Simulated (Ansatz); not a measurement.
# NaF: the cost of one run

Computed with Ansatz 0.2.0 (DFT LDA, scalar-relativistic, unless a step's input says otherwise).

## Step 1: The starting structure

The structure is cubic, space group Fm-3m (No. 225). Conventional cell: a = 4.647 Å, b = 4.647 Å, c = 4.647 Å, α = 90.00°, β = 90.00°, γ = 90.00°. Na (site symmetry m-3m) is surrounded by 6 F at 2.32 Å. F (site symmetry m-3m) is surrounded by 6 Na at 2.32 Å.

Coordinates:

```cif
data_structure
_symmetry_space_group_name_H-M 'P 1'
_symmetry_Int_Tables_number 1
_cell_length_a 3.2856
_cell_length_b 3.2856
_cell_length_c 3.2856
_cell_angle_alpha 60.000
_cell_angle_beta 60.000
_cell_angle_gamma 60.000
_cell_volume 25.08
loop_
_atom_site_label
_atom_site_type_symbol
_atom_site_fract_x
_atom_site_fract_y
_atom_site_fract_z
_atom_site_occupancy
Na1 Na 0.00000 0.00000 0.00000 1
F1 F 0.50000 0.50000 0.50000 1
```

The cell is a measured one (Crystallography Open Database entry 9007459); the temperature and pressure of the measurement aren't taken into account, and nothing was relaxed.

Atoms are numbered in the order of the input: Na1, F2.

## Step 2: Volume × 0.94, LAPW

Input file input.yaml:

```yaml
crystal:
  lattice:
    - [0.0, 2.2758724064, 2.2758724064]
    - [2.2758724064, 0.0, 2.2758724064]
    - [2.2758724064, 2.2758724064, 0.0]
  atoms:
    - { symbol: Na, position: [0.0, 0.0, 0.0] }
    - { symbol: F, position: [0.5, 0.5, 0.5] }
kpoints:
  mp_grid: { grid: [10, 10, 10] }
  band_path:
    path:
      - [0.0, 0.0, 0.0]
      - [0.5, 0.0, 0.5]
      - [0.625, 0.25, 0.625]
      - [0.375, 0.375, 0.75]
      - [0.0, 0.0, 0.0]
      - [0.5, 0.5, 0.5]
      - [0.5, 0.25, 0.75]
      - [0.5, 0.0, 0.5]
    npoints: 5
scf:
  occupations: { method: fermi_dirac, width: 0.02 }
hamiltonian:
  xc: lda
  pseudopotentials: { kind: all_electron, lapw: { basis_error: 0.0005 } }
output:
  forces: true
  stress: true
  eigenvalues: true
```

On the command line:

```console
ansatz run input.yaml --threads 1 --pin off --max-ram 3072MiB --backend cpu --events-out ev --progress --plain --runs-dir out
```

**Question.** How long does this run take on 1 thread of Intel Xeon Platinum 8488C (Sapphire Rapids), shared host, and how much memory does it need?

About 4.5 s, with a peak of 0.31 GiB.
